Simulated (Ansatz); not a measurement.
LiH built on the h-MgO prototype, relaxed with r2SCAN: 4 runs in Ansatz 0.2.0, each a calculation of independent-particle optics. The symmetry is P6_3/mmc (No. 194, hexagonal); conventional cell a = 3.255 Å, c = 4.069 Å, 9.33 Å³ an atom. Li has 5 H at 1.88–2.03 Å; H has 5 Li at 1.88–2.03 Å. The calculation is spin-unpolarised, and the structure need not be a phase that has been made.

```xyz
4
Lattice="3.2548 0.0000 0.0000 -1.6274 2.8188 0.0000 0.0000 0.0000 4.0691" Properties=species:S:1:pos:R:3 pbc="T T T"
Li    0.0000    1.8792    1.0173
Li    1.6274    0.9396    3.0518
H     1.6274    0.9396    1.0173
H     0.0000    1.8792    3.0518
```

On meshes this coarse, single peaks can be features of the mesh. No local fields, no excitons; the zone sum runs over the cells of the mesh, and ε∞ includes the bands left out of the spectrum. Up to four peaks are listed, those above 15 % of the tallest and inside the complete range; the four can differ from row to row. Rows marked drawn have settings drawn at random (some not listed).

```
functional   k mesh  broadening (eV)    scissors (eV)  range (eV)  settings  direct gap on the mesh before scissors (eV)  ε∞ xx  ε∞ yy  ε∞ zz  complete up to (eV)  tallest peaks of mean ε₂ (eV)
    r2SCAN    9×9×6              0.1             0.00        0–14    chosen                                         3.66   3.09   3.09   3.51                 14.0           6.40 7.10 8.15 10.00
       PBE    9×9×6              0.1  0.98 (to HSE06)        0–14    chosen                                         3.07   3.10   3.10   3.56                 14.0           6.85 7.50 8.50 10.25
    r2SCAN  12×12×6             0.05             2.50        0–15     drawn                                         3.66   2.56   2.56   2.82                 15.0          8.80 9.60 10.60 12.60
```

Question: Estimate from these rows what the further settings give.
```tsv
functional	k mesh	broadening (eV)	scissors (eV)	range (eV)	settings
PBE	9×9×6	0.1	0.00	0–14	chosen
```

Answer:
```tsv
functional	k mesh	broadening (eV)	scissors (eV)	range (eV)	settings	direct gap on the mesh before scissors (eV)	ε∞ xx	ε∞ yy	ε∞ zz	complete up to (eV)	tallest peaks of mean ε₂ (eV)
PBE	9×9×6	0.1	0.00	0–14	chosen	3.07	3.42	3.42	4.00	14.0	5.85 6.55 7.55 9.30
```

The fundamental gap is indirect (1.84 eV with PBE on 9×9×6); the table holds the direct one.
